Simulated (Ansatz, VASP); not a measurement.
## One calculation of Si, two programs

The input INCAR:

```
SYSTEM = Si
ALGO     = Normal         ! electronic algorithm
DIPOL    = 0.5 0.5 0.372
EDIFF    = 1E-6           ! SCF threshold, eV
ENCUT    = 520            ! plane-wave cutoff, eV
GGA      = PE             ! functional
IDIPOL   = 3            
ISIF     = 2              ! what is computed and relaxed
ISMEAR   = 0              ! smearing method
IVDW     = 12             ! dispersion correction
LASPH    = .TRUE.         ! aspherical terms in the spheres
LCHARG   = .FALSE.        ! write CHGCAR
LDIPOL   = .TRUE.       
LREAL    = .FALSE.        ! projectors in reciprocal space
LWAVE    = .FALSE.        ! write WAVECAR
NBANDS   = 16             ! bands
NELM     = 100            ! most SCF steps
PREC     = Accurate       ! precision mode
SIGMA    = 0.1            ! smearing width, eV
```

KPOINTS

```
k-points
0
G
  9 9 1
  0 0 0
```

POSCAR

```
Si
1.0
    3.8472023583      0.0000000000      0.0000000000
   -1.9236011791      3.3317749758      0.0000000000
    0.0000000000      0.0000000000     18.4446971457
Si
4
Direct
    0.3333333333      0.6666666667      0.2695814701
    0.6666666667      0.3333333333      0.2439725610
    0.7777777778      0.2222222222      0.4995851693
    1.1111111111     -0.1111111111      0.4739762602
```

Input for Ansatz:

```yaml
crystal:
  lattice:
    - [3.8472023583, 0.0, 0.0]
    - [-1.9236011791, 3.3317749758, 0.0]
    - [0.0, 0.0, 18.4446971457]
  atoms:
    - { symbol: Si, position: [0.3333333333, 0.6666666667, 0.2695814701] }
    - { symbol: Si, position: [0.6666666667, 0.3333333333, 0.243972561] }
    - { symbol: Si, position: [0.7777777778, 0.2222222222, 0.4995851693] }
    - { symbol: Si, position: [1.1111111111, -0.1111111111, 0.4739762602] }
basis:
  ecutwfc: 420
kpoints:
  mp_grid: { grid: [9, 9, 1] }
hamiltonian:
  xc: pbe
  dispersion: d3bj
scf:
  occupations: { method: gaussian, width: 0.1 }
output:
  forces: true
  eigenvalues: true
efield:
  axis: 3
  dipole_correction: true
  ramp_width: 0.04
```

Alike in both runs: task single point; functional PBE; dispersion D3(BJ); k mesh 9 × 9 × 1; occupations gaussian, width 0.1 eV; no spin polarisation.

```csv
,VASP,Ansatz
version,VASP 6.6.1,Ansatz 0.2.0
potentials or method,"VASP PAW PBE potentials, release 64 (Si)","scalar-relativistic, plane waves, PAW"
plane-wave cutoff (eV),520,420
valence electrons in the cell,16,16
```

VASP gave:

- gap on the k mesh at the Fermi level (eV): 0.27
- least direct gap on the mesh (eV): 0.27
- rms of the force components (eV/Å): 0.073

**Question.** Which values does Ansatz return?

**Answer.** gap on the k mesh at the Fermi level (eV): 0.27; least direct gap on the mesh (eV): 0.27; rms of the force components (eV/Å): 0.075.

Atom by atom the forces differ by 0.004 eV/Å (rms over components).
